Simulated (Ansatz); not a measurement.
ZnF₂: the gap under strain

ZnF₂, P4_2/mnm, a = 4.703 Å, c = 3.127 Å. Ansatz: r2SCAN, PAW, 500 eV, Γ-centred 6×6×8 mesh on 6 atoms, Gaussian smearing 0.02 eV; no spin polarisation. Series: equal strain along all axes, cell held, atoms relaxed; x is the strain in per cent. The gap is sought over the whole zone.

```tsv
x (%)	gap y (eV)
-3.0	?
-2.0	4.350
-1.0	4.311
0.0	4.276
1.0	4.251
2.0	4.221
3.0	4.162
```

Problem. Fit y = E0 + c1 x + c2 x² to the other rows, give the deformation potential for this strain, and predict the missing gap.

Solution. Least squares on the rows shown. y = 4.2833 − 0.033857 x − 0.0014286 x². The deformation potential is 100 c1 = -3.39 eV per unit strain of each axis, or a third of that, -1.13 eV, as the usual dE_g/d ln V. The two rows next to zero alone give -3.02 eV per unit strain, the better figure for small strains. With a term in x³ added, the coefficient of x becomes -0.02550, 25 % less, which shows how far this figure hangs on the form. At x = -3.0 the fit asked for gives 4.372 eV. The run gave 4.394 eV, so the fit is 0.022 eV too low, 9.5 % of the span of the series, against an rms of 0.007 eV on the fitted rows. The row lies outside the fitted range. With a term in x³ added, a fit to the same known rows predicts 4.421 eV, which misses by about as much or more on the other side: the known rows don't fix the higher terms. Also, a band edge changes its point in the zone among the fitted rows, which can bend the series.

Semilocal functionals give gaps under the measured ones; changes of the gap mostly carry over better.